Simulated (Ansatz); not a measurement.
# TiTe2: a listed cell, distorted in several ways

How do energy, forces, pressure and gap of TiTe2 change under moves of single atoms, distortions that keep the symmetry? Each case is one self-consistent run.

Program: Ansatz 0.2.0. Level of theory: DFT PBEsol, scalar-relativistic, plane waves, PAW. These are calculated values, not measurements.

1 further run of the same task is left out (set aside as unsound or not needed).

## 1. The starting structure

The structure is trigonal, space group P-3m1 (No. 164). The conventional cell has a = 3.777 Å, b = 3.777 Å, c = 6.498 Å, α = 90.00°, β = 90.00°, γ = 120.00°. Ti (site symmetry -3m) has 6 Te at 2.77 Å as nearest neighbours. Te (site symmetry 3m) has 3 Ti at 2.77 Å as nearest neighbours.

Coordinates:

```xyz
3
Lattice="3.7770 0.0000 0.0000 -1.8885 3.2710 0.0000 0.0000 0.0000 6.4980" Properties=species:S:1:pos:R:3 pbc="T T T"
Ti    0.0000    0.0000    0.0000
Te    1.8885    1.0903    1.7077
Te    0.0000    2.1807    4.7903
```

The structure comes from the Crystallography Open Database.

## 2. A change within the space group

Against the listed cell: strain xx, yy, zz, yz, xz, xy = +4.3, +4.3, +5.8, +0.0, +0.0, +0.0 %; atoms moved by 0.06 Å root mean square, at most 0.07 Å.

Input file input.yaml:

```yaml
crystal:
  lattice:
    - [3.9409604961, 0.0, 0.0]
    - [-1.9704802481, 3.412971905, 0.0]
    - [0.0, 0.0, 6.87754818]
  atoms:
    - { symbol: Ti, position: [0.0, 0.0, 0.0] }
    - { symbol: Te, position: [0.6666666667, 0.3333333333, 0.2741088169] }
    - { symbol: Te, position: [0.3333333333, 0.6666666667, 0.7258911831] }
basis:
  ecutwfc: 420
kpoints:
  mp_grid: { grid: [15, 15, 8] }
hamiltonian:
  xc: pbesol
scf:
  occupations: { method: gaussian, width: 0.1 }
output:
  forces: true
  stress: true
  eigenvalues: true
  populations: true
```

On the command line:

```bash
$ ansatz run input.yaml --threads 1 --pin off --max-ram 1331MiB --backend cpu --events-out ev --progress --plain --runs-dir out
```

What it wrote, shortened:

```text
Warning: RAYON_NUM_THREADS=1 ignored (pool sized by the plan → 1); use --threads N
[...]
Pseudopotentials: kind: paw
Pseudopotential: Ti, paw, valence charge 12, recommended cutoff 420 eV (normal), Ti.paw.azcp
Pseudopotential: Te, paw, valence charge 16, recommended cutoff 420 eV (normal), Te.paw.azcp
Functional definition: PBEsol
[...]
Crystal: 3 atoms, lattice volume = 92.506 Å³
Basis set: ecut = 420 eV, 1823 PW (Γ), exchange–correlation on 54×54×96 points (8 copies of the dense FFT grid, shifted against one another)
Bands: 27, of which v1, the nominal top of the filled ones, is band 22 counted from 1 (21 counted from 0)
Symmetry: 12 space group operations
Space group: P-3m1 (ITA 164), of the structure as read, at distance tolerance 4.5e-5 Å
k-points: 192 of 1800
[...]
SCF iter   1: F=—  HF=-16278.405498 eV  |F-HF|=—  |Δ(HF+E_count)|=         —  Δρ=5.35e-3  dr2=3.62e-2  ethr=1.77e-3  ⟨swp⟩=5.7  Hψ=22805  notcnv=0
[...]
SCF iter   7: F=-16278.400595 eV  HF=-16278.400595 eV  |F-HF|=2.06e-9  |Δ(HF+E_count)|=   4.96e-8  Δρ=2.65e-6  dr2=6.04e-9  ethr=2.27e-10  ⟨swp⟩=6.6  Hψ=20243  notcnv=0
[...]
SCF converged after 7 iterations
Free energy (F): -16278.400595 eV
[...]
E sigma→0 (E₀):  -16278.396330 eV
Entropy (-TS):   -0.008531 eV (-2.844 meV/atom)
Fermi energy:    8.156630 eV
[...]
--- Forces (eV/Å), atoms counted from 1 ---
  atom   1  Ti     0.00000000     0.00000000     0.00000000
  atom   2  Te     0.00000000     0.00000000    -1.55991822
  atom   3  Te    -0.00000000     0.00000000     1.55991822
[...]
--- Stress (GPa, compression-positive) ---
       -9.130304      -0.000000       0.000000
       -0.000000      -9.130304       0.000000
        0.000000      -0.000000     -11.564469
  P = ⅓ Tr σ = -9.9417 GPa (-99.417 kbar)
--- Band table (eV; the first three rows and the last of 192) ---
  k-point 0: bands = ["-49.4526", "-28.1732", "-28.1732", "-28.1726", "-28.1726", "-28.1568", "-28.1568", "-28.1554", "-28.1554", "-28.1487", "-28.1477", "-25.7761", "-25.7761", "-25.7121", "-3.5279", "-2.4213", "3.5526", "6.9022", "6.9022", "8.3724", "8.4083", "8.5209", "8.5209", [...]
--- Löwdin populations: 3 sites ---
  site symbol       q [e]
     0     Ti     11.3515
     1     Te     16.2314
     2     Te     16.2314
  spilling = 0.004223 (of n_electrons = 44.000000)
```

Wall time 25 s (1 thread of an x86-64 CPU, shared host); peak memory 0.65 GiB.

By site:

```
atom  Löwdin electrons
 Ti1             11.35
 Te2             16.23
 Te3             16.23
```

The Löwdin counts miss 0.19 of the 44 electrons, which the atomic orbitals do not span, so they are no charges.

## 3. One atom moved

The change: atom 1 (Ti) moved by 0.04 Å.

Input file input.yaml:

```yaml
crystal:
  lattice:
    - [3.7770008876, 0.0, 0.0]
    - [-1.8885004438, 3.2709787188, 0.0]
    - [0.0, 0.0, 6.498]
  atoms:
    - { symbol: Ti, position: [-0.0011945233, 0.0034515663, 0.0064850723] }
    - { symbol: Te, position: [0.6666666667, 0.3333333333, 0.2628] }
    - { symbol: Te, position: [0.3333333333, 0.6666666667, 0.7372] }
basis:
  ecutwfc: 420
kpoints:
  mp_grid: { grid: [12, 12, 6] }
hamiltonian:
  xc: pbesol
scf:
  occupations: { method: gaussian, width: 0.1 }
output:
  forces: true
  stress: true
  eigenvalues: true
```

On the command line:

```bash
$ ansatz run input.yaml --threads 1 --pin off --max-ram 1331MiB --backend cpu --events-out ev --progress --plain --runs-dir out
```

What it wrote, shortened:

```text
Warning: RAYON_NUM_THREADS=1 ignored (pool sized by the plan → 1); use --threads N
[...]
[... 4 set-up lines as earlier in the session ...]
[...]
Crystal: 3 atoms, lattice volume = 80.279 Å³
Basis set: ecut = 420 eV, 1581 PW (Γ), exchange–correlation on 54×54×90 points (8 copies of the dense FFT grid, shifted against one another)
Bands: 27, of which v1, the nominal top of the filled ones, is band 22 counted from 1 (21 counted from 0)
Symmetry: 1 space group operations
Space group: P1 (ITA 1), of the structure as read, at distance tolerance 4.3e-5 Å
k-points: 436 of 864 (time reversal used)
[...]
SCF iter   1: F=—  HF=-16279.055679 eV  |F-HF|=—  |Δ(HF+E_count)|=         —  Δρ=6.94e-3  dr2=6.01e-2  ethr=1.77e-3  ⟨swp⟩=5.5  Hψ=51189  notcnv=0
[...]
SCF iter   6: F=-16279.047252 eV  HF=-16279.047252 eV  |F-HF|=4.34e-8  |Δ(HF+E_count)|=   7.14e-7  Δρ=1.32e-5  dr2=6.69e-8  ethr=2.27e-10  ⟨swp⟩=6.6  Hψ=60314  notcnv=0
[...]
SCF converged after 6 iterations
Free energy (F): -16279.047252 eV
[...]
E sigma→0 (E₀):  -16279.044031 eV
Entropy (-TS):   -0.006442 eV (-2.147 meV/atom)
Fermi energy:    10.151989 eV
[...]
--- Forces (eV/Å), atoms counted from 1 ---
  atom   1  Ti     0.04367114    -0.04446560    -0.43352552
  atom   2  Te    -0.02703509     0.02691508     0.10908808
  atom   3  Te    -0.01664157     0.01755651     0.32443615
[...]
--- Stress (GPa, compression-positive) ---
       -2.515556      -0.021203      -0.031328
       -0.021203      -2.558963       0.027386
       -0.031328       0.027386      -1.612728
  P = ⅓ Tr σ = -2.2291 GPa (-22.291 kbar)
--- Band table (eV; the first three rows and the last of 436) ---
[... band rows left out ...]
[...]
```

Run time: 61 s. Hardware: 1 thread of an x86-64 CPU, shared host; peak memory 0.99 GiB.

## 4. A change within the space group

What differs from the listed cell: strain xx, yy, zz, yz, xz, xy = -3.1, -3.1, -0.1, +0.0, +0.0, +0.0 %; atoms moved by 0.25 Å root mean square, at most 0.31 Å.

Input file input.yaml:

```yaml
crystal:
  lattice:
    - [3.6598005501, 0.0, 0.0]
    - [-1.829900275, 3.1694802492, 0.0]
    - [0.0, 0.0, 6.49130706]
  atoms:
    - { symbol: Ti, position: [0.0, 0.0, 0.0] }
    - { symbol: Te, position: [0.6666666667, 0.3333333333, 0.3099200705] }
    - { symbol: Te, position: [0.3333333333, 0.6666666667, 0.6900799295] }
basis:
  ecutwfc: 420
kpoints:
  mp_grid: { grid: [15, 15, 8] }
hamiltonian:
  xc: pbesol
scf:
  occupations: { method: gaussian, width: 0.1 }
output:
  forces: true
  stress: true
  eigenvalues: true
```

On the command line:

```bash
$ ansatz run input.yaml --threads 1 --pin off --max-ram 1331MiB --backend cpu --events-out ev --progress --plain --runs-dir out
```

What it wrote, shortened:

```text
Warning: RAYON_NUM_THREADS=1 ignored (pool sized by the plan → 1); use --threads N
[...]
[... 4 set-up lines as earlier in the session ...]
[...]
Crystal: 3 atoms, lattice volume = 75.297 Å³
Basis set: ecut = 420 eV, 1473 PW (Γ), exchange–correlation on 50×50×90 points (8 copies of the dense FFT grid, shifted against one another)
Bands: 27, of which v1, the nominal top of the filled ones, is band 22 counted from 1 (21 counted from 0)
[... 1 set-up line as earlier in the session ...]
Space group: P-3m1 (ITA 164), of the structure as read, at distance tolerance 4.2e-5 Å
k-points: 192 of 1800
[...]
SCF iter   1: F=—  HF=-16278.404521 eV  |F-HF|=—  |Δ(HF+E_count)|=         —  Δρ=7.48e-3  dr2=8.20e-2  ethr=1.77e-3  ⟨swp⟩=5.5  Hψ=22578  notcnv=0
[...]
SCF iter   7: F=-16278.395662 eV  HF=-16278.395662 eV  |F-HF|=6.13e-9  |Δ(HF+E_count)|=   3.65e-8  Δρ=4.22e-6  dr2=2.30e-8  ethr=2.27e-10  ⟨swp⟩=7.4  Hψ=21622  notcnv=0
[...]
SCF converged after 7 iterations
Free energy (F): -16278.395662 eV
[...]
E sigma→0 (E₀):  -16278.390282 eV
Entropy (-TS):   -0.010762 eV (-3.587 meV/atom)
Fermi energy:    11.465000 eV
[...]
--- Forces (eV/Å), atoms counted from 1 ---
  atom   1  Ti    -0.00000000     0.00000000     0.00000000
  atom   2  Te    -0.00000000     0.00000000    -2.36679620
  atom   3  Te     0.00000000    -0.00000000     2.36679620
[...]
--- Stress (GPa, compression-positive) ---
       -3.067631      -0.000000      -0.000000
       -0.000000      -3.067631       0.000000
       -0.000000       0.000000     -11.080824
  P = ⅓ Tr σ = -5.7387 GPa (-57.387 kbar)
--- Band table (eV; the first three rows and the last of 192) ---
[...]
```

Run time: 18 s. Hardware: 1 thread of an x86-64 CPU, shared host; peak memory 0.62 GiB.

## 5. A change within the space group

Against the listed cell: strain xx, yy, zz, yz, xz, xy = +5.3, +5.3, -3.7, +0.0, +0.0, +0.0 %; atoms moved by 0.25 Å root mean square, at most 0.31 Å.

Input file input.yaml:

```yaml
crystal:
  lattice:
    - [3.9754067442, 0.0, 0.0]
    - [-1.9877033721, 3.4428032309, 0.0]
    - [0.0, 0.0, 6.25451994]
  atoms:
    - { symbol: Ti, position: [0.0, 0.0, 0.0] }
    - { symbol: Te, position: [0.6666666667, 0.3333333333, 0.2156799295] }
    - { symbol: Te, position: [0.3333333333, 0.6666666667, 0.7843200705] }
basis:
  ecutwfc: 420
kpoints:
  mp_grid: { grid: [15, 15, 8] }
hamiltonian:
  xc: pbesol
scf:
  occupations: { method: gaussian, width: 0.1 }
output:
  forces: true
  stress: true
  eigenvalues: true
```

On the command line:

```bash
$ ansatz run input.yaml --threads 1 --pin off --max-ram 1331MiB --backend cpu --events-out ev --progress --plain --runs-dir out
```

What it wrote, shortened:

```text
Warning: RAYON_NUM_THREADS=1 ignored (pool sized by the plan → 1); use --threads N
[...]
[... 4 set-up lines as earlier in the session ...]
[...]
Crystal: 3 atoms, lattice volume = 85.603 Å³
Basis set: ecut = 420 eV, 1701 PW (Γ), exchange–correlation on 54×54×90 points (8 copies of the dense FFT grid, shifted against one another)
Bands: 27, of which v1, the nominal top of the filled ones, is band 22 counted from 1 (21 counted from 0)
[... 1 set-up line as earlier in the session ...]
Space group: P-3m1 (ITA 164), of the structure as read, at distance tolerance 4.4e-5 Å
k-points: 192 of 1800
[...]
SCF iter   1: F=—  HF=-16278.330597 eV  |F-HF|=—  |Δ(HF+E_count)|=         —  Δρ=7.43e-3  dr2=7.79e-2  ethr=1.77e-3  ⟨swp⟩=5.8  Hψ=22929  notcnv=0
[...]
SCF iter   7: F=-16278.322527 eV  HF=-16278.322527 eV  |F-HF|=2.07e-9  |Δ(HF+E_count)|=   3.56e-9  Δρ=1.78e-6  dr2=1.98e-9  ethr=2.27e-10  ⟨swp⟩=5.8  Hψ=19424  notcnv=0
[...]
SCF converged after 7 iterations
Free energy (F): -16278.322527 eV
[...]
E sigma→0 (E₀):  -16278.316889 eV
Entropy (-TS):   -0.011276 eV (-3.759 meV/atom)
Fermi energy:    9.428639 eV
[...]
--- Forces (eV/Å), atoms counted from 1 ---
  atom   1  Ti     0.00000000    -0.00000000     0.00000000
  atom   2  Te     0.00000000     0.00000000     2.14808195
  atom   3  Te    -0.00000000    -0.00000000    -2.14808195
[...]
--- Stress (GPa, compression-positive) ---
        3.425850       0.000000       0.000000
        0.000000       3.425850       0.000000
        0.000000      -0.000000       8.973099
  P = ⅓ Tr σ = 5.2749 GPa (52.749 kbar)
--- Band table (eV; the first three rows and the last of 192) ---
[... band rows left out ...]
[...]
```

It took 22 s on 1 thread of an x86-64 CPU, shared host; peak memory 0.66 GiB.

## 6. A distortion that keeps the symmetry

What differs from the listed cell: strain xx, yy, zz, yz, xz, xy = -2.7, -2.7, +6.3, +0.0, +0.0, +0.0 %; atoms moved by 0.03 Å root mean square, at most 0.04 Å.

Input file input.yaml:

```yaml
crystal:
  lattice:
    - [3.6738132234, 0.0, 0.0]
    - [-1.8369066117, 3.1816155802, 0.0]
    - [0.0, 0.0, 6.90529464]
  atoms:
    - { symbol: Ti, position: [0.0, 0.0, 0.0] }
    - { symbol: Te, position: [0.6666666667, 0.3333333333, 0.2571455915] }
    - { symbol: Te, position: [0.3333333333, 0.6666666667, 0.7428544085] }
basis:
  ecutwfc: 420
kpoints:
  mp_grid: { grid: [15, 15, 8] }
hamiltonian:
  xc: pbesol
scf:
  occupations: { method: gaussian, width: 0.1 }
output:
  forces: true
  stress: true
  eigenvalues: true
```

On the command line:

```bash
$ ansatz run input.yaml --threads 1 --pin off --max-ram 1331MiB --backend cpu --events-out ev --progress --plain --runs-dir out
```

What it wrote, shortened:

```text
Warning: RAYON_NUM_THREADS=1 ignored (pool sized by the plan → 1); use --threads N
[...]
[... 4 set-up lines as earlier in the session ...]
[...]
Crystal: 3 atoms, lattice volume = 80.714 Å³
Basis set: ecut = 420 eV, 1571 PW (Γ), exchange–correlation on 50×50×96 points (8 copies of the dense FFT grid, shifted against one another)
Bands: 27, of which v1, the nominal top of the filled ones, is band 22 counted from 1 (21 counted from 0)
[... 1 set-up line as earlier in the session ...]
Space group: P-3m1 (ITA 164), of the structure as read, at distance tolerance 4.3e-5 Å
k-points: 192 of 1800
[...]
SCF iter   1: F=—  HF=-16279.055148 eV  |F-HF|=—  |Δ(HF+E_count)|=         —  Δρ=7.44e-3  dr2=7.43e-2  ethr=1.77e-3  ⟨swp⟩=5.6  Hψ=22660  notcnv=0
[...]
SCF iter   7: F=-16279.045185 eV  HF=-16279.045185 eV  |F-HF|=9.39e-10  |Δ(HF+E_count)|=   7.64e-9  Δρ=3.04e-6  dr2=5.64e-9  ethr=2.27e-10  ⟨swp⟩=7.0  Hψ=20268  notcnv=0
[...]
SCF converged after 7 iterations
Free energy (F): -16279.045185 eV
[...]
E sigma→0 (E₀):  -16279.041306 eV
Entropy (-TS):   -0.007759 eV (-2.586 meV/atom)
Fermi energy:    10.068597 eV
[...]
--- Forces (eV/Å), atoms counted from 1 ---
  atom   1  Ti     0.00000000     0.00000000     0.00000000
  atom   2  Te    -0.00000000     0.00000000    -0.22347146
  atom   3  Te     0.00000000    -0.00000000     0.22347146
[...]
--- Stress (GPa, compression-positive) ---
       -0.982507      -0.000000      -0.000000
       -0.000000      -0.982507       0.000000
       -0.000000       0.000000      -2.815871
  P = ⅓ Tr σ = -1.5936 GPa (-15.936 kbar)
--- Band table (eV; the first three rows and the last of 192) ---
[... band rows left out ...]
[...]
```

Wall time 21 s (1 thread of an x86-64 CPU, shared host); peak memory 0.64 GiB.

## 7. A distortion that keeps the symmetry

The change: strain xx, yy, zz, yz, xz, xy = +0.9, +0.9, +6.9, +0.0, +0.0, +0.0 %; atoms moved by 0.15 Å root mean square, at most 0.18 Å.

Input file input.yaml:

```yaml
crystal:
  lattice:
    - [3.8091809352, 0.0, 0.0]
    - [-1.9045904676, 3.2988474575, 0.0]
    - [0.0, 0.0, 6.94324296]
  atoms:
    - { symbol: Ti, position: [0.0, 0.0, 0.0] }
    - { symbol: Te, position: [0.6666666667, 0.3333333333, 0.2910720423] }
    - { symbol: Te, position: [0.3333333333, 0.6666666667, 0.7089279577] }
basis:
  ecutwfc: 420
kpoints:
  mp_grid: { grid: [15, 15, 8] }
hamiltonian:
  xc: pbesol
scf:
  occupations: { method: gaussian, width: 0.1 }
output:
  forces: true
  stress: true
  eigenvalues: true
  populations: true
```

On the command line:

```bash
$ ansatz run input.yaml --threads 1 --pin off --max-ram 1331MiB --backend cpu --events-out ev --progress --plain --runs-dir out
```

What it wrote, shortened:

```text
Warning: RAYON_NUM_THREADS=1 ignored (pool sized by the plan → 1); use --threads N
[...]
[... 4 set-up lines as earlier in the session ...]
[...]
Crystal: 3 atoms, lattice volume = 87.248 Å³
Basis set: ecut = 420 eV, 1715 PW (Γ), exchange–correlation on 54×54×96 points (8 copies of the dense FFT grid, shifted against one another)
Bands: 27, of which v1, the nominal top of the filled ones, is band 22 counted from 1 (21 counted from 0)
[... 2 set-up lines as earlier in the session ...]
k-points: 192 of 1800
[...]
SCF iter   1: F=—  HF=-16278.236994 eV  |F-HF|=—  |Δ(HF+E_count)|=         —  Δρ=5.79e-3  dr2=4.81e-2  ethr=1.77e-3  ⟨swp⟩=5.6  Hψ=22695  notcnv=0
[...]
SCF iter   7: F=-16278.231152 eV  HF=-16278.231152 eV  |F-HF|=2.51e-8  |Δ(HF+E_count)|=   8.05e-8  Δρ=6.20e-6  dr2=6.81e-8  ethr=2.27e-10  ⟨swp⟩=5.2  Hψ=21126  notcnv=0
[...]
SCF converged after 7 iterations
Free energy (F): -16278.231152 eV
[...]
E sigma→0 (E₀):  -16278.225738 eV
Entropy (-TS):   -0.010828 eV (-3.609 meV/atom)
Fermi energy:    9.080416 eV
[...]
--- Forces (eV/Å), atoms counted from 1 ---
  atom   1  Ti    -0.00000000     0.00000000     0.00000000
  atom   2  Te    -0.00000000     0.00000000    -2.05825859
  atom   3  Te     0.00000000    -0.00000000     2.05825859
[...]
--- Stress (GPa, compression-positive) ---
       -7.873534      -0.000000      -0.000000
       -0.000000      -7.873534      -0.000000
       -0.000000       0.000000     -15.394009
  P = ⅓ Tr σ = -10.3804 GPa (-103.804 kbar)
--- Band table (eV; the first three rows and the last of 192) ---
[... band rows left out ...]
[...]
--- Löwdin populations: 3 sites ---
  site symbol       q [e]
     0     Ti     11.3953
     1     Te     16.2014
     2     Te     16.2014
  spilling = 0.004586 (of n_electrons = 44.000000)
```

It took 26 s on 1 thread of an x86-64 CPU, shared host; peak memory 0.65 GiB.

By site:

```
atom  Löwdin electrons
 Ti1             11.40
 Te2             16.20
 Te3             16.20
```

The Löwdin counts miss 0.20 of the 44 electrons, which the atomic orbitals do not span, so they are no charges.

## 8. All points side by side

```
step                                  case  energy (meV/atom)  pressure (GPa)  largest force (eV/Å)  gap on the mesh (eV)
   2       a change within the space group               +0.0            -9.9                  1.56                  0.00
   3                        one atom moved            -215.9*            -2.2                  0.44                  0.00
   4       a change within the space group               +2.0            -5.7                  2.37                  0.00
   5       a change within the space group              +26.5             5.3                  2.15                  0.00
   6  a distortion that keeps the symmetry             -215.0            -1.6                  0.22                  0.00
   7  a distortion that keeps the symmetry              +56.9           -10.4                  2.06                  0.00
```

Energies are counted from step 2, with the smearing taken to zero; a star marks another k mesh, which can shift energies by itself, so starred rows don't rank against the others. A gap of 0.00 means none on the mesh at this level.

**Reading.** Among the distorted cells of the listed formula and level the largest force, 2.37 eV/Å, comes in step 4, shared by 2 atoms. The distorted cells of the listed formula and level show no gap on the mesh. The runs treat Te without spin-orbit coupling.
